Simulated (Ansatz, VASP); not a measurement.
**ZrC in VASP and in Ansatz**

```
Zr C
1.0
     0.00000    2.36500    2.36500
     2.36500    0.00000    2.36500
     2.36500    2.36500    0.00000
Zr C
1 1
Direct
  0.50000 0.50000 0.50000
  0.00000 0.00000 0.00000
```

Alike in both runs: functional PBE; k mesh 10 × 10 × 10; occupations gaussian, width 0.02 eV; no spin polarisation.

```csv
,VASP,Ansatz
version,VASP 6.6.1,Ansatz 0.2.0
potentials or method,"VASP PAW PBE potentials, release 64 (Zr_sv, C)",Ansatz PAW
plane-wave cutoff (eV),520,420
valence electrons in the cell,16,16
task,optical spectrum,single point
```

|  | VASP | Ansatz | Ansatz less VASP |
| --- | --- | --- | --- |
| gap on the k mesh at the Fermi level (eV) | none | none | - |
| pressure (GPa) | -2.7 | -3.0 | -0.24 |

A gap of «none» marks a metal or a gap that the smearing closes.

Caveats: spectra need much finer meshes, so this one isn't converged (VASP); independent-particle spectra lack excitons (VASP); the intraband (Drude) part of a metal's response may be missing (VASP).
